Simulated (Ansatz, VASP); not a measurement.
One calculation of Sc4Al, two programs

```
Sc Al
1.0
     2.94160    0.00000    0.00000
    -1.47080    2.54750    0.00000
     0.00000    0.00000   23.86952
Sc Al
8 2
Cartesian
  0.0000 1.6983 15.5152
  0.0000 1.6983 20.2891
  0.0000 1.6983 1.1935
  0.0000 1.6983 10.7413
  1.4708 0.8492 22.6760
  1.4708 0.8492 3.5804
  1.4708 0.8492 8.3543
  1.4708 0.8492 13.1282
  0.0000 1.6983 5.9674
  1.4708 0.8492 17.9021
```

Alike in both runs: task single point; functional PBE; k mesh 6 × 6 × 1; occupations gaussian, width 0.1 eV; no spin polarisation.

|  | VASP | Ansatz |
| --- | --- | --- |
| version | VASP 6.6.1 | Ansatz 0.2.0 |
| potentials or method | VASP PAW PBE potentials, release 64 (Sc_sv, Al) | scalar-relativistic, plane waves, PAW |
| plane-wave cutoff (eV) | 520 | 420 |
| valence electrons in the cell | 94 | 94 |

```csv
,VASP,Ansatz,Ansatz less VASP
gap on the k mesh at the Fermi level (eV),none,none,-
pressure (GPa),21.7,21.6,-0.13
largest component of the traceless stress (GPa),0.71,0.74,+0.031
rms of the force components (eV/Å),0.245,0.242,-0.0022
```

Atom by atom the forces differ by 0.002 eV/Å (rms over components). A gap of «none» marks a metal or a gap that the smearing closes.

Caveats: the k mesh is coarse (spacing up to 0.41 Å⁻¹), so the values aren't converged; so large a pressure means that the cell lies far from this level's equilibrium, or that cutoff or potentials fall short (VASP).
